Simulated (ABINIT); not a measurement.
A run of ABINIT 10.8.3 (patched build) is set up as follows.

File run.abi:

```
ndtset 7
getwfk -1
scalecart1 3*0.9795861087
scalecart2 3*0.9864848297
scalecart3 3*0.9932883884
scalecart4 3*1.0000000000
scalecart5 3*1.0066227096
scalecart6 3*1.0131594038
scalecart7 3*1.0196128224

pp_dirpath "./"
pseudos "Zr.GGA_PBE-JTH.xml, C.GGA_PBE-JTH.xml"

acell 3*1.0
rprim
     0.0000000000     4.4692022847     4.4692022847
     4.4692022847     0.0000000000     4.4692022847
     4.4692022847     4.4692022847     0.0000000000
ntypat 2
znucl 40 6
natom 2
typat 1 2
xred
     0.5000000000     0.5000000000     0.5000000000
     0.0000000000     0.0000000000     0.0000000000

ecut 544.227725 eV
pawecutdg 40.0

kptopt 1
ngkpt 10 10 10
nshiftk 1
shiftk 0.0 0.0 0.0

ixc -150130

nband 12
occopt 3
tsmear 0.05 eV

nstep 100
tolvrs 1.0e-9

iomode 3
prtwf 1
prtden 0
prteig 0
prtebands 0
enunit 2
```

Potentials or basis: JTH PAW PBE v2.0.

Command:

```console
$ abinit run.abi > log 2>&1
```

Problem. Estimate the bulk modulus.

Solution. 241 GPa.

Problem. Predict the pressure derivative of the bulk modulus.

Solution. 4.2.

Problem. What does it give for the equilibrium volume?

Solution. 12.64 Å³/atom.

Energy against volume, from the lowest point:
```
volume (Å³/atom)  energy (meV/atom)
          12.434               2.33
          12.699               0.00
          12.963               5.71
          13.228              18.67
          13.493              38.50
          13.757              63.80
          14.022              94.60
```

Caveat: pressures at fixed basis lie under the slope of the energies; the PAW data sets were made with another functional, which shifts forces and pressure a little.
